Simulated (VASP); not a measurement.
# InP (F-43m) in VASP: notebook

Runs on InP. Level: PBE. Tasks: relaxation of cell and atoms.

Everything below comes from runs of VASP 6.6.1. Logs are shortened: lines on timing, memory, paths and dates and some standing lists are left out, and cuts for length are marked.

## Step 1: Starting point

The structure is cubic, space group F-43m (No. 216). The conventional cell has a = 5.861 Å, b = 5.861 Å, c = 5.861 Å, α = 90.00°, β = 90.00°, γ = 90.00°. Around In (site symmetry -43m) lie 4 P at 2.54 Å. P (site symmetry -43m) has 4 In at 2.54 Å as nearest neighbours.

## Step 2: Relaxation of cell and atoms, PBE

File INCAR:

```
ALGO = Normal ; EDIFF = 1E-6
EDIFFG = -0.01 ; ENCUT = 600
GGA = PE ; IBRION = 2
ISIF = 3 ; ISMEAR = 0
KPAR = 4 ; LASPH = True
LCHARG = False ; LREAL = False
LWAVE = False ; NELM = 80
NSW = 90 ; PREC = Accurate
SIGMA = 0.03
```

File KPOINTS:

```
k-points
0
Gamma
  8 8 8
```

File POSCAR:

```
InP
1.0
    0.0000000000      2.9305000000      2.9305000000
    2.9305000000      0.0000000000      2.9305000000
    2.9305000000      2.9305000000      0.0000000000
In P
1 1
Direct
    0.0000000000      0.0000000000      0.0000000000
    0.2500000000      0.2500000000      0.2500000000
```

Potentials or basis: VASP PAW PBE potentials, release 64 (In_d, P).

On the command line:

```console
> cat potpaw_PBE.64/In_d/POTCAR potpaw_PBE.64/P/POTCAR > POTCAR
> mpirun -np 4 vasp_std > vasp.out
```

OUTCAR:

```text
EDIFF = 1E-6
   EDIFFG = -0.01
   ENCUT = 600
   GGA = PE
   IBRION = 2
   ISIF = 3
   ISMEAR = 0
   LASPH = True
   LREAL = False
   NELM = 80
   NSW = 90
   PREC = Accurate

 ion  position               nearest neighbor table
   1  0.000  0.000  0.000-   2 2.54   2 2.54   2 2.54   2 2.54
   2  0.250  0.250  0.250-   1 2.54   1 2.54   1 2.54   1 2.54

  LATTYP: Found a face centered cubic cell.
 ALAT       =     5.8610000000

  Lattice vectors:

 A1 = (   0.0000000000,   2.9305000000,   2.9305000000)
 A2 = (   2.9305000000,   0.0000000000,   2.9305000000)
 A3 = (   2.9305000000,   2.9305000000,   0.0000000000)

Analysis of symmetry for initial positions (statically):
=====================================================================
 Subroutine PRICEL returns:
 Original cell was already a primitive cell.

 Routine SETGRP: Setting up the symmetry group for a
 face centered cubic supercell.

 Subroutine GETGRP returns: Found 24 space group operations
 (whereof 24 operations were pure point group operations)
 out of a pool of 48 trial point group operations.

The static configuration has the point symmetry T_d .

Analysis of symmetry for dynamics (positions and initial velocities):
=====================================================================
 Subroutine PRICEL returns:
 Original cell was already a primitive cell.

 Routine SETGRP: Setting up the symmetry group for a
 face centered cubic supercell.

 Subroutine GETGRP returns: Found 24 space group operations
 (whereof 24 operations were pure point group operations)
 out of a pool of 48 trial point group operations.

The dynamic configuration has the point symmetry T_d .

 Subroutine INISYM returns: Found 24 space group operations
 (whereof 24 operations are pure point group operations),
 and found     1 'primitive' translations

----------------------------------------------------------------------------------------

                                     Primitive cell

  volume of cell :      50.3333

  direct lattice vectors                    reciprocal lattice vectors
     0.000000000  2.930500000  2.930500000    -0.170619348  0.170619348  0.170619348
     2.930500000  0.000000000  2.930500000     0.170619348 -0.170619348  0.170619348
     2.930500000  2.930500000  0.000000000     0.170619348  0.170619348 -0.170619348

  length of vectors
     4.144352845  4.144352845  4.144352845     0.295521380  0.295521380  0.295521380

  position of ions in fractional coordinates (direct lattice)
     0.000000000  0.000000000  0.000000000
     0.250000000  0.250000000  0.250000000

  ion indices of the primitive-cell ions
   primitive index   ion index
                 1           1
                 2           2

----------------------------------------------------------------------------------------

 KPOINTS: k-points

Automatic generation of k-mesh.
 Grid dimensions read from file:
 generate k-points for:    8    8    8

 Generating k-lattice:

  Cartesian coordinates                     Fractional coordinates (reciprocal lattice)
    -0.021327419  0.021327419  0.021327419     0.125000000  0.000000000  0.000000000
     0.021327419 -0.021327419  0.021327419     0.000000000  0.125000000  0.000000000
     0.021327419  0.021327419 -0.021327419     0.000000000  0.000000000  0.125000000

  Length of vectors
     0.036940172  0.036940172  0.036940172

  Shift w.r.t. Gamma in fractional coordinates (k-lattice)
     0.000000000  0.000000000  0.000000000

 Subroutine IBZKPT returns following result:
 ===========================================

 Found     29 irreducible k-points:

 Following reciprocal coordinates:
            Coordinates               Weight
  0.000000  0.000000  0.000000      1.000000
  0.125000  0.000000  0.000000      8.000000
  0.250000  0.000000  0.000000      8.000000
  0.375000  0.000000  0.000000      8.000000
  0.500000  0.000000  0.000000      4.000000
  0.125000  0.125000  0.000000      6.000000
[... 16 lines left out ...]
  0.500000  0.250000  0.125000     48.000000
 -0.375000  0.250000  0.125000     24.000000
 [... further k-points ...]
   k-points           NKPTS =     29   k-points in BZ     NKDIM =     29   number of bands    NBANDS=     13
   number of dos      NEDOS =    301   number of ions     NIONS =      2
   total plane-waves  NPLWV =  46656
   dimension x,y,z NGX =    36 NGY =   36 NGZ =   36
   dimension x,y,z NGXF=    72 NGYF=   72 NGZF=   72
   ions per type =               1   1
   NGX,Y,Z   is equivalent  to a cutoff of  14.44, 14.44, 14.44 a.u.
   NGXF,Y,Z  is equivalent  to a cutoff of  28.88, 28.88, 28.88 a.u.
 SYSTEM =  unknown system
   PREC   = accura    normal or accurate (medium, high low for compatibility)
   ISTART =      0    job   : 0-new  1-cont  2-samecut
   ICHARG =      2    charge: 1-file 2-atom 10-const
   ISPIN  =      1    spin polarized calculation?
   LNONCOLLINEAR =      F non collinear calculations
   LSORBIT =      F    spin-orbit coupling
   LASPH  =      T    aspherical Exc in radial PAW
   ENCUT  =  600.0 eV  44.10 Ry    6.64 a.u.   8.28  8.28  8.28*2*pi/ulx,y,z
   NELM   =     80;   NELMIN=  2; NELMDL= -5     # of ELM steps
   EDIFF  = 0.1E-05   stopping-criterion for ELM
   LREAL  =      F    real-space projection
   EDIFFG = -.1E-01   stopping-criterion for IOM
   NSW    =     90    number of steps for IOM
   IBRION =      2    ionic relax: 0-MD 1-quasi-New 2-CG
   NFREE  =      1    steps in history (QN), initial steepest desc. (CG)
   ISIF   =      3    stress and relaxation
   ISYM   =      2    0-nonsym 1-usesym 2-fastsym
   POTIM  = 0.5000    time-step for ionic-motion
   TEBEG  =    0.0;   TEEND  =   0.0 temperature during run
   PSTRESS=    0.0 pullay stress
   NELECT =      18.0000    total number of electrons
   NUPDOWN=      -1.0000    fix difference up-down
   EMIN   =  10.00;   EMAX   =-10.00  energy-range for DOS
   EFERMI =   0.00;   METHOD = LEGACY
   ISMEAR =     0;   SIGMA  =   0.03  broadening in eV -4-tet -1-fermi 0-gaus
   EFERMI_NEDOS =   21; number of points for ismear=-14 and -15
   IALGO  =     38    algorithm
   IMIX   =      4    mixing-type and parameters
     AMIX     =   0.40;   BMIX     =  1.00
     AMIX_MAG =   1.60;   BMIX_MAG =  1.00
  volume/ion in A,a.u.               =      25.17       169.83
  Fermi-wavevector in a.u.,A,eV,Ry     =   1.162021  2.195901 18.371846  1.350293
  Thomas-Fermi vector in A             =   2.298587
   LORBIT       =      0    0 simple, 1 ext, 2 COOP (PROOUT), +10 PAW based schemes
   GGA     = PE    functional components
   LHFCALC =     F    Hartree Fock is set to
   AEXX    =    0.0000 exact exchange contribution
   IVDW    =     0    specifies the selected vdW correction
   LEPSILON=     F    determine dielectric tensor
   LRPA    =     F    only Hartree local field effects (RPA)
 conjugate gradient relaxation of ions
 non-spin polarized calculation
 Gauss-broadening in eV      SIGMA  =   0.03
  energy-cutoff  :      600.00
  volume of cell :       50.33
 maximum number of plane-waves:      1700
 NGX is ok and might be reduce to    36
   NGX = 17   NGY = 17   NGZ = 17

--------------------------------------- Ionic step        1  -------------------------------------------

 number of electron      17.9999998 magnetization

 Free energy of the ion-electron system (eV)
  ---------------------------------------------------
  ext. energy  EPLUGINS =         0.00000000
  ---------------------------------------------------
  free energy    TOTEN  =        -8.38087440 eV

  energy without entropy =       -8.38087440  energy(sigma->0) =       -8.38087440

------------------------ aborting loop because EDIFF is reached ----------------------------------------

  FORCE on cell =-STRESS in cart. coord.  units (eV):
  Direction    XX          YY          ZZ          XY          YZ          ZX
  --------------------------------------------------------------------------------------
  -------------------------------------------------------------------------------------
  Total        1.0354820      1.0354820      1.0354820      0.0000000      0.0000000      0.0000000
  in kB       32.9608154     32.9608154     32.9608154      0.0000000      0.0000000      0.0000000
  external PRESSURE =      32.9608154 kB  Pullay stress =       0.0000000 kB
[... 57 lines left out ...]
  energy  without entropy=       -8.4001121190  energy(sigma->0) =       -8.40011212

--------------------------------------- Ionic step        3  -------------------------------------------

 number of electron      17.9999999 magnetization

 Free energy of the ion-electron system (eV)
  ---------------------------------------------------
  ext. energy  EPLUGINS =         0.00000000
  ---------------------------------------------------
  free energy    TOTEN  =        -8.40596664 eV

  energy without entropy =       -8.40596664  energy(sigma->0) =       -8.40596664

 E-fermi :   4.8483     XC(G=0):  -9.0650

 val. band max:        4.6639307053   @ k =   0.0000   0.0000   0.0000
 cond. band min:       5.1060003426   @ k =   0.0000   0.0000   0.0000
 fundamental gap:      0.4420696373
 Fermi energy:         4.8482992807

 k-point     1 :       0.0000    0.0000    0.0000
  band No.  band energies     occupation
      1      -9.4336      2.00000
      2      -9.4336      2.00000
      3      -9.4336      2.00000
      4      -9.3048      2.00000
      5      -9.3048      2.00000
      6      -6.5266      2.00000
      7       4.6639      2.00000
      8       4.6639      2.00000
      9       4.6639      2.00000
     10       5.1060      0.00000
     11       8.7526      0.00000
     12       8.7526      0.00000
     13       8.7526      0.00000
[... 353 lines left out ...]
 k-point    24 :      -0.3750    0.2500    0.1250
  band No.  band energies     occupation
      1      -9.5435      2.00000
      2      -9.3925      2.00000
      3      -9.3758      2.00000
      4      -9.3089      2.00000
      5      -9.2937      2.00000
      6      -4.6699      2.00000
      7      -0.6603      2.00000
      8       2.1381      2.00000
      9       3.1519      2.00000
     10       7.6871      0.00000
     11       8.8720      0.00000
     12      10.4357      0.00000
     13      11.7401      0.00000

 [... further k-points ...]

------------------------ aborting loop because EDIFF is reached ----------------------------------------

  FORCE on cell =-STRESS in cart. coord.  units (eV):
  Direction    XX          YY          ZZ          XY          YZ          ZX
  --------------------------------------------------------------------------------------
  -------------------------------------------------------------------------------------
  Total        0.0038017      0.0038017      0.0038017     -0.0000000     -0.0000000     -0.0000000
  in kB        0.1151794      0.1151794      0.1151794     -0.0000000     -0.0000000     -0.0000000
  external PRESSURE =       0.1151794 kB  Pullay stress =       0.0000000 kB
[... 17 lines left out ...]
  FREE ENERGIE OF THE ION-ELECTRON SYSTEM (eV)
  ---------------------------------------------------
  free  energy   TOTEN  =        -8.4059666422 eV

  energy  without entropy=       -8.4059666422  energy(sigma->0) =       -8.40596664

 reached required accuracy - stopping structural energy minimisation
```

Wall time 17 s (4 MPI ranks of Intel Xeon Platinum 8488C (Sapphire Rapids), shared host); peak memory 0.21 GiB.

Results:

* Free energy: -8.4060 eV
* Relaxed volume: 26.44 Å³/atom
* Relaxed cell: a = 4.213 Å, b = 4.213 Å, c = 4.213 Å, α = 60.00°, β = 60.00°, γ = 60.00°
* Space group after relaxing (to 0.05 Å): F-43m (No. 216)
* Energy gained by relaxing: 12.5 meV/atom
* Ionic steps: 3
* Pressure after relaxing: 0.0 GPa
* Band gap on the k mesh: 0.44 eV, direct

The path:
```
step  energy change (eV)  largest force (eV/Å)  pressure (GPa)  volume (Å³)
   1              0.0000                0.0000            3.30        50.33
   2             -0.0192                0.0000           -1.39        54.20
   3             -0.0251                0.0000            0.01        52.88
```

Final structure:
```yaml
crystal:
  lattice:
    - [0.00000, 2.97915, 2.97915]
    - [2.97915, 0.00000, 2.97915]
    - [2.97915, 2.97915, 0.00000]
  atoms:
    - { symbol: In, position: [0.00000, 0.00000, 0.00000] }
    - { symbol: P, position: [0.25000, 0.25000, 0.25000] }
```

Levels at points of the mesh, in eV from the valence-band top:
```csv
k point,band 7,band 8,band 9,band 10,band 11,band 12
"(0.00, 0.00, 0.00)",0.00,0.00,0.00,0.44,4.09,4.09
"(0.50, 0.00, 0.00)",-5.48,-0.90,-0.90,1.38,4.80,4.80
"(0.50, 0.50, 0.00)",-5.54,-2.16,-2.16,1.84,2.26,8.91
```

Caveat: spin-orbit coupling is left out, which moves the levels of the heavy elements.

(Part 1 of 2 ends here.)
